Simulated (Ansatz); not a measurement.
# W (Fm-3m) in Ansatz: notebook

Aim: see how the results for W move with the level of theory and the settings. Levels: revPBE, BLYP, PBE. Tasks: relaxation of cell and atoms, single point.

Everything below comes from runs of Ansatz 0.2.0. Logs are shortened: lines on timing, memory, paths and dates and some standing lists are left out, and cuts for length are marked.

### Step 1. Starting point

It takes space group Fm-3m (No. 225, cubic). The conventional cell has a = 4.060 Å, b = 4.060 Å, c = 4.060 Å, α = 90.00°, β = 90.00°, γ = 90.00°. Around W (site symmetry m-3m) lie 12 W at 2.87 Å.

This isn't the form of W at room conditions, which is bcc.

### Step 2. Relaxation of cell and atoms, revPBE

input.yaml

```yaml
crystal:
  lattice:
    - [0.0, 2.03, 2.03]
    - [2.03, 0.0, 2.03]
    - [2.03, 2.03, 0.0]
  atoms:
    - { symbol: W, position: [0.0, 0.0, 0.0] }
hamiltonian:
  xc: revpbe
  pseudopotentials: { kind: paw }
kpoints:
  mp_grid: { grid: [11, 11, 11] }
scf:
  occupations: { method: fermi_dirac, width: 0.05 }
output:
  forces: true
  stress: true
  eigenvalues: true
relax:
  f_tol: 0.01
  max_steps: 40
  cell: { stress_tol: 0.05 }
```

Potentials or basis: Ansatz PAW.

On the command line:

```console
ansatz run input.yaml --threads 2 --pin off --max-ram 5632MiB --backend cpu --events-out ev --progress --plain --runs-dir out
```

The log of the run:

```text
Warning: RAYON_NUM_THREADS=2 ignored (pool sized by the plan → 2); use --threads N
Engine: ansatz 0.2.0, aarch64-unknown-linux-gnu
Pseudopotentials: kind: paw
Pseudopotential: W, paw, valence charge 14, recommended cutoff 420 eV (normal), W.paw.azcp
Functional definition: revPBE
  parameter kappa = 1.245
  parameter beta = 0.06672455060314922
  exchange = pbe_x(kappa = kappa, mu = beta*pi^2/3)
  correlation = pbe_c(beta = beta)
Crystal: 1 atoms, lattice volume = 16.731 Å³
Basis set: ecut = 420 eV, 331 PW (Γ), exchange–correlation on 40×40×40 points (8 copies of the dense FFT grid, shifted against one another)
Bands: 11, of which v1, the nominal top of the filled ones, is band 7 counted from 1 (6 counted from 0)
Symmetry: 48 space group operations
Space group: Fm-3m (ITA 225), of the structure as read, at distance tolerance 2.6e-5 Å
k-points: 56 of 1331
Non-local potential: W, projectors of the file, l = 0: 3, l = 1: 2, l = 2: 2, l = 3: 1
PAW form: soft (Blöchl's): semilocal exchange-correlation on the pseudo side does not see the compensation charge
PAW frozen core: W, regenerated for the run's functional, and the local potential with it (the file was generated under x = pbe(κ = 0.804, μ = 0.2195149727645171), c = pbe(β = 0.06672455060314922))
PAW one-centre angular grid: W, 590 points (default); XC on 64 Gauss nodes
Initial density: superposition of atomic densities (neutral atoms: chi_scale 0, normalization atom), corrected by the library's trained network
Initial wavefunctions: pseudopotential atomic-orbital guess
Functional: x = revpbe(κ = 1.245, μ = 0.2195149727645171), c = pbe(β = 0.06672455060314922)
SCF iter   1: F=—  HF=-10393.417209 eV  |F-HF|=—  |Δ(HF+E_count)|=         —  Δρ=2.36e-3  dr2=7.91e-4  ethr=1.77e-3  ⟨swp⟩=5.2  Hψ=3295  notcnv=0
preconditioner: auto → none  [metal: Δε(μ)=0.054 eV  Ē_g=8.344 eV  σ=0.050 eV  W_gap=0.26  n_scr=0 (ndim 8)  ℏωp=22.2 eV  f_vac=0.000  D(μ)=1.03/eV (n_scr^D=14)]
SCF iter   2: F=—  HF=-10393.416799 eV  |F-HF|=—  |Δ(HF+E_count)|=   4.10e-4  Δρ=7.84e-4  dr2=4.94e-5  ethr=5.65e-6  ⟨swp⟩=2.2  Hψ=1264  notcnv=0
SCF iter   3: F=—  HF=-10393.416814 eV  |F-HF|=—  |Δ(HF+E_count)|=   1.49e-5  Δρ=2.39e-4  dr2=2.76e-6  ethr=3.53e-7  ⟨swp⟩=2.9  Hψ=963  notcnv=0
SCF iter   4: F=—  HF=-10393.416817 eV  |F-HF|=—  |Δ(HF+E_count)|=   2.98e-6  Δρ=3.16e-5  dr2=1.12e-7  ethr=1.97e-8  ⟨swp⟩=2.1  Hψ=818  notcnv=0
iter 5 did not close the SCF: its close was put off for the readings that it lacked (scf_convergence_deferred on its scf_iter line)
SCF iter   5: F=-10393.416817 eV  HF=-10393.416817 eV  |F-HF|=2.55e-9  |Δ(HF+E_count)|=   4.84e-8  Δρ=7.91e-6  dr2=4.18e-9  ethr=8.01e-10  ⟨swp⟩=2.1  Hψ=911  notcnv=0
SCF iter   6: F=-10393.416817 eV  HF=-10393.416817 eV  |F-HF|=3.09e-11  |Δ(HF+E_count)|=   1.40e-9  Δρ=9.93e-7  dr2=5.53e-11  ethr=2.98e-11  ⟨swp⟩=1.3  Hψ=1881  notcnv=0
SCF 1 converged in 6 iterations: F = -10393.416817 eV  dr2 = 5.53e-11
relax step   1: F+E_penalty+E_count = -10393.41681704 eV  Δ(F+E_penalty+E_count) = +0.000e0 eV  max|allowed force component| = 0.000e0 eV/Å  Δτ_max = 0.0000 Å  P = -2.374 GPa  Ω = 16.731 Å³  (6 SCF iters, dr2 threshold 1.00e-7 eV, accepted)
Crystal: 1 atoms, lattice volume = 16.130 Å³
Initial density: handed on by an earlier stage of this run
Initial wavefunctions: those handed on with the density
iter 1 solved again at ethr=9.56e-7 eV; its pass at ethr=3.10e-3 eV (dr2=1.34e-4 eV) is discarded
SCF iter   1: F=—  HF=-10393.406221 eV  |F-HF|=—  |Δ(HF+E_count)|=         —  Δρ=1.41e-3  dr2=1.39e-4  ethr=9.56e-7  ⟨swp⟩=2.2  Hψ=4447  notcnv=0
preconditioner: auto → none  [metal: Δε(μ)=0.063 eV  Ē_g=8.681 eV  σ=0.050 eV  W_gap=0.30  n_scr=0 (ndim 8)  ℏωp=22.6 eV  f_vac=0.000  D(μ)=0.95/eV (n_scr^D=14)]
SCF iter   2: F=—  HF=-10393.406249 eV  |F-HF|=—  |Δ(HF+E_count)|=   2.74e-5  Δρ=6.97e-4  dr2=3.15e-5  ethr=9.56e-7  ⟨swp⟩=1.0  Hψ=616  notcnv=0
SCF iter   3: F=—  HF=-10393.406261 eV  |F-HF|=—  |Δ(HF+E_count)|=   1.26e-5  Δρ=6.28e-5  dr2=3.82e-7  ethr=2.25e-7  ⟨swp⟩=1.0  Hψ=621  notcnv=0
SCF iter   4: F=-10393.406261 eV  HF=-10393.406261 eV  |F-HF|=2.80e-9  |Δ(HF+E_count)|=   1.37e-7  Δρ=1.11e-5  dr2=3.66e-9  ethr=7.14e-10  ⟨swp⟩=6.0  Hψ=3060  notcnv=0
SCF 2 converged in 4 iterations: F = -10393.406261 eV  dr2 = 3.66e-9
relax step   2: F+E_penalty+E_count = -10393.40626109 eV  Δ(F+E_penalty+E_count) = +1.056e-2 eV  max|allowed force component| = 0.000e0 eV/Å  Δτ_max = 0.0000 Å  P = +8.504 GPa  Ω = 16.130 Å³  energy of the carried Pulay correction = +2.642e-4 eV  (4 SCF iters, dr2 threshold 1.00e-7 eV, rejected (line search))
Crystal: 1 atoms, lattice volume = 16.596 Å³
iter 1 solved again at ethr=7.90e-7 eV; its pass at ethr=3.10e-3 eV (dr2=1.11e-4 eV) is discarded
SCF iter   1: F=—  HF=-10393.417907 eV  |F-HF|=—  |Δ(HF+E_count)|=         —  Δρ=1.10e-3  dr2=8.87e-5  ethr=7.90e-7  ⟨swp⟩=2.1  Hψ=4423  notcnv=0
preconditioner: auto → none  [metal: Δε(μ)=0.056 eV  Ē_g=8.425 eV  σ=0.050 eV  W_gap=0.27  n_scr=0 (ndim 8)  ℏωp=22.3 eV  f_vac=0.000  D(μ)=1.01/eV (n_scr^D=14)]
SCF iter   2: F=—  HF=-10393.417923 eV  |F-HF|=—  |Δ(HF+E_count)|=   1.65e-5  Δρ=5.42e-4  dr2=2.00e-5  ethr=6.33e-7  ⟨swp⟩=1.0  Hψ=616  notcnv=0
SCF iter   3: F=—  HF=-10393.417931 eV  |F-HF|=—  |Δ(HF+E_count)|=   7.63e-6  Δρ=4.98e-5  dr2=2.52e-7  ethr=1.43e-7  ⟨swp⟩=1.0  Hψ=621  notcnv=0
SCF iter   4: F=—  HF=-10393.417930 eV  |F-HF|=—  |Δ(HF+E_count)|=   8.36e-7  Δρ=7.57e-6  dr2=1.76e-9  ethr=1.80e-9  ⟨swp⟩=2.0  Hψ=936  notcnv=0
SCF iter   5: F=—  HF=-10393.417930 eV  |F-HF|=—  |Δ(HF+E_count)|=   1.83e-9  Δρ=1.24e-6  dr2=7.18e-11  ethr=1.26e-11  ⟨swp⟩=2.3  Hψ=922  notcnv=0
SCF iter   6: F=-10393.417930 eV  HF=-10393.417930 eV  |F-HF|=3.64e-12  |Δ(HF+E_count)|=  9.09e-12  Δρ=6.04e-8  dr2=4.03e-13  ethr=1.00e-12  ⟨swp⟩=5.8  Hψ=2312  notcnv=0
SCF 3 converged in 6 iterations: F = -10393.417930 eV  dr2 = 4.03e-13
relax step   3: F+E_penalty+E_count = -10393.41793012 eV  Δ(F+E_penalty+E_count) = -1.113e-3 eV  max|allowed force component| = 0.000e0 eV/Å  Δτ_max = 0.0000 Å  P = -0.115 GPa  Ω = 16.596 Å³  energy of the carried Pulay correction = +5.850e-5 eV  (6 SCF iters, accepted)
Crystal: 1 atoms, lattice volume = 16.589 Å³
iter 1 solved again at ethr=2.50e-10 eV; its pass at ethr=3.10e-3 eV (dr2=3.50e-8 eV) is discarded
SCF iter   1: F=—  HF=-10393.417937 eV  |F-HF|=—  |Δ(HF+E_count)|=         —  Δρ=1.56e-5  dr2=1.80e-8  ethr=2.50e-10  ⟨swp⟩=2.2  Hψ=4126  notcnv=0
preconditioner: auto → none  [metal: Δε(μ)=0.056 eV  Ē_g=8.428 eV  σ=0.050 eV  W_gap=0.27  n_scr=0 (ndim 8)  ℏωp=22.3 eV  f_vac=0.000  D(μ)=1.01/eV (n_scr^D=14)]
SCF iter   2: F=-10393.417936 eV  HF=-10393.417936 eV  |F-HF|=1.50e-9  |Δ(HF+E_count)|=   1.19e-6  Δρ=7.76e-6  dr2=4.14e-9  ethr=1.28e-10  ⟨swp⟩=3.8  Hψ=1696  notcnv=0
SCF 4 converged in 2 iterations: F = -10393.417936 eV  dr2 = 4.14e-9
relax step   4: F+E_penalty+E_count = -10393.41793551 eV  Δ(F+E_penalty+E_count) = -5.393e-6 eV  max|allowed force component| = 0.000e0 eV/Å  Δτ_max = 0.0000 Å  P = +0.002 GPa  Ω = 16.589 Å³  energy of the carried Pulay correction = +6.147e-5 eV  (2 SCF iters, dr2 threshold 3.32e-8 eV, accepted)
Initial wavefunctions: pseudopotential atomic-orbital guess (no wavefunctions were taken with the density)
iter 1 solved again at ethr=2.84e-8 eV; its pass at ethr=3.10e-3 eV (dr2=3.97e-6 eV) is discarded
SCF iter   1: F=—  HF=-10393.417877 eV  |F-HF|=—  |Δ(HF+E_count)|=         —  Δρ=2.16e-5  dr2=1.50e-8  ethr=2.84e-8  ⟨swp⟩=3.1  Hψ=5073  notcnv=0
SCF iter   2: F=—  HF=-10393.417876 eV  |F-HF|=—  |Δ(HF+E_count)|=   1.37e-6  Δρ=9.98e-6  dr2=2.85e-9  ethr=1.07e-10  ⟨swp⟩=2.4  Hψ=984  notcnv=0
SCF iter   3: F=—  HF=-10393.417876 eV  |F-HF|=—  |Δ(HF+E_count)|=   1.48e-9  Δρ=8.71e-7  dr2=3.57e-11  ethr=2.03e-11  ⟨swp⟩=2.4  Hψ=990  notcnv=0
SCF iter   4: F=-10393.417876 eV  HF=-10393.417876 eV  |F-HF|=9.09e-12  |Δ(HF+E_count)|=  3.09e-11  Δρ=2.38e-7  dr2=1.68e-12  ethr=1.00e-12  ⟨swp⟩=6.2  Hψ=2608  notcnv=0
SCF 5 converged in 4 iterations: F = -10393.417876 eV  dr2 = 1.68e-12
relax step   5: F+E_penalty+E_count = -10393.41787576 eV  Δ(F+E_penalty+E_count) = +5.975e-5 eV  max|allowed force component| = 0.000e0 eV/Å  Δτ_max = 0.0000 Å  P = +0.002 GPa  Ω = 16.589 Å³  stress off target by 2.17e-3 GPa  SCF on the basis re-selected at this cell (its energy is not comparable with the rows above)  (4 SCF iters)
basis re-selected at this cell: Δ(F+E_penalty+E_count) = +5.975e-5 eV, ΔP = +0.000 GPa vs the last step (what re-selecting the basis moved, of the pressure what is left beyond the Pulay correction that the steps carried, after the strain that the cell walked since its last selection, with what the two solves' SCF thresholds leave and, on support functions, any second-order correction that the steps lacked; it is no measure of the basis error at this ecutwfc). This SCF's stress stands 2.17e-3 GPa from its target on what of the cell is left free (relax.cell.stress_tol is 5.00e-2 GPa) and its largest allowed force component is 0.00e0 eV/Å (relax.f_tol is 1.00e-2 eV/Å): within both
SCF converged after 4 iterations
Free energy (F): -10393.417876 eV
Harris-Foulkes:  -10393.417876 eV  (|F-HF|=9.09e-12)
Internal energy: -10393.409308 eV  (E = F + TS)
E sigma→0 (E₀):  -10393.413592 eV
Entropy (-TS):   -0.008567 eV (-8.567 meV/atom)
Fermi energy:    21.097586 eV
--- Per-component energies (eV) ---
  E_band       = -94.834418
  E_kinetic    = 448.650573
  E_local      = -631.030443  (includes V_loc(G=0)·N_el)
  E_nonlocal   = 0.118176
  E_hartree    = 224.768824
  E_xc         = -266.552220
  E_vxc        = -237.881612  (∫ρ·V_xc dr)
  E_paw        = -8571.232455  (= ΣΔE_a)
  E_vpaw       = -124.228704  (= ΣTr[D̂ρ^β])
  E_aug_tail   = -0.000056  (compensation charges beyond the density's cutoff)
  E_ewald      = -1598.119204
  E_core_change = -0.012503  (= ΣΔE_core)
  E_smearing   = -0.008567  (= −TS)
  E_closure    = -0.000000  (closes the sum)
  Σ components = -10393.417876   (vs F -10393.417876, Δ=0.00e0)
--- Forces (eV/Å), atoms counted from 1 ---
  atom   1  W      0.00000000     0.00000000     0.00000000
  max |Σ_I F_I| component: 1.64e-31 eV/Å
--- Stress (GPa, compression-positive) ---
        0.002173      -0.000000      -0.000000
       -0.000000       0.002173      -0.000000
       -0.000000      -0.000000       0.002173
  P = ⅓ Tr σ = 0.0022 GPa (0.022 kbar)
--- Band table (eV; the first three rows and the last of 56) ---
  k-point 0: bands = ["-52.5411", "-16.2233", "-16.2233", "-16.2233", "12.1592", "20.5439", "20.5439", "20.5439", "23.6322", "23.6322", "33.8405"]
  k-point 1: bands = ["-52.5331", "-16.3168", "-16.2353", "-16.2353", "12.5134", "20.2808", "20.7048", "20.7048", "23.4932", "23.4932", "34.5309"]
  k-point 2: bands = ["-52.5116", "-16.5621", "-16.2673", "-16.2673", "13.4684", "19.7590", "20.9895", "20.9895", "23.3814", "23.3814", "35.1969"]
  k-point 55: bands = ["-52.4072", "-16.9839", "-16.9245", "-16.6141", "17.4294", "18.6094", "19.5250", "22.5350", "26.4758", "30.1412", "31.7217"]
--- Relaxed structure (4 steps of the walk, 3 accepted, 1 SCFs on fresh bases) ---
  F+E_penalty+E_count = -10393.41787576 eV   max|allowed force component| = 0.000e0 eV/Å   (the final SCF, on the basis selected at the relaxed cell)
  cell:  # Å, volume = 16.5892 Å³
    - [-3.8215290246716945e-35, 2.0242539017045282, 2.0242539017045282]
    - [2.0242539017045282, 5.47752493536276e-34, 2.0242539017045282]
    - [2.0242539017045282, 2.0242539017045282, 3.311991821382134e-34]
  atoms:
    - { symbol: W, position: [0.0, 0.0, 0.0] }
```

It took 2 s on 2 threads of Arm Neoverse V2, shared host; peak memory 0.27 GiB.

Results:

* Free energy: -10393.4179 eV
* Relaxed volume: 16.59 Å³/atom
* Relaxed cell: a = 2.863 Å, b = 2.863 Å, c = 2.863 Å, α = 60.00°, β = 60.00°, γ = 60.00°
* Space group after relaxing (to 0.05 Å): Fm-3m (No. 225)
* Energy gained by relaxing: 1.1 meV/atom
* Ionic steps: 4
* Pressure after relaxing: 0.0 GPa
* Band gap on the k mesh: none (metal or under the smearing width)

Step by step:
```tsv
step	energy change (eV)	largest force (eV/Å)	volume (Å³)
1	0.0000	0.0000	16.73
2	-0.0011	0.0000	16.60
3	-0.0011	0.0000	16.59
4	-0.0011	0.0000	16.59
```

Final structure:
```yaml
crystal:
  lattice:
    - [0.00000, 2.02425, 2.02425]
    - [2.02425, 0.00000, 2.02425]
    - [2.02425, 2.02425, 0.00000]
  atoms:
    - { symbol: W, position: [0.00000, 0.00000, 0.00000] }
```

Caveat: the plane-wave basis is chosen anew once the cell has moved, so the energies of steps on either side of that aren't comparable; the PAW data sets come from PBE, with cores solved anew for the run's functional, which leaves a small shift of forces and pressure. Spin-orbit coupling is left out, which matters for the levels of W.

(Continued in part 2 of 2.)
